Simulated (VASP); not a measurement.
## La2O3 under changes of volume

One of the cells (22.838 Å³/atom); the others are scaled copies at fixed shape and fractional positions:

```
La O
1.0
     6.34530    0.00000    0.00000
    -3.17265    5.49519    0.00000
     0.00000    0.00000    3.27489
La O
2 3
Direct
  0.66667 0.33333 0.50000
  0.33333 0.66667 0.50000
  0.50006 0.00000 0.00000
  0.00000 0.50006 0.00000
  0.49994 0.49994 0.00000
```

The cell comes from a database or a generator and needn't be the stable form of this composition.

| Property | Result |
| --- | --- |
| Program | VASP 6.6.1 |
| Functional | r2SCAN |
| Potentials or basis | VASP PAW PBE potentials, release 64 (La, O) |
| Cutoff | 520 eV |
| k mesh | 4 × 4 × 8 |
| Occupations | gaussian, width 0.02 eV |
| Spin | no spin polarisation |

```csv
volume (Å³/atom),energy over the lowest point (meV/atom),pressure (GPa),gap on the mesh (eV)
21.925,13.10,4.5,1.71
22.381,3.41,2.1,1.83
22.838,0.00,0.1,1.93
23.295,2.22,-1.8,2.03
23.752,?,?,?
```

Q: What does the run at 23.752 Å³/atom give?

A: Energy over the lowest point 9.53 meV/atom; pressure -3.5 GPa; gap on the mesh 2.11 eV.

Worked out: A Birch-Murnaghan fit of order 2 (a polynomial in V^(-2/3)) to the other rows has its minimum at 22.88 Å³/atom with B0 = V·E''(V) = 99 GPa at fixed shape and positions, which overstates the stiffness. It gives 9.59 meV/atom at 23.752 Å³/atom, against the run's 9.53, and -dE/dV = -3.4 GPa, against -3.5. A straight line through the other rows of the gap, of slope 5.25 eV per unit of ln V, extrapolates to 2.13 eV, against the run's 2.11.

Energies are extrapolated to zero smearing.

Caveats: the PAW data sets were made with another functional, which shifts forces and pressure a little; spin-orbit coupling is left out, which moves the levels of the heavy elements.

A mesh can miss the band edges.
